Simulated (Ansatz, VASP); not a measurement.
# One calculation of Na, two programs

```xyz
2
Lattice="3.7417 0.0000 0.0000 -1.8709 3.2404 0.0000 0.0000 0.0000 6.1127" Properties=species:S:1:pos:R:3 pbc="T T T"
Na    1.8709    1.0801    4.5845
Na    0.0000    2.1603    1.5282
```

Change from the starting cell: volume scaled by 0.98.

Alike in both runs: task single point; functional PBEsol; k mesh 8 × 8 × 5; occupations fermi-dirac, width 0.05 eV; no spin polarisation.

```csv
,VASP,Ansatz
version,VASP 6.6.1,Ansatz 0.2.0
potentials or method,"VASP PAW PBE potentials, release 64 (Na_pv), cutoff 520 eV","all-electron LAPW, scalar-relativistic"
```

```tsv
	VASP	Ansatz	Ansatz less VASP
gap on the k mesh at the Fermi level (eV)	none	none	-
pressure (GPa)	-0.1	-0.1	-0.02
largest component of the traceless stress (GPa)	0.16	0.16	0.000
```

A gap of «none» marks a metal or a gap that the smearing closes. Ansatz ran all-electron here, so the differences hold the error of VASP's frozen core and of both bases.

Caveats: the PAW data sets were made with another functional, which shifts forces and pressure a little (VASP).
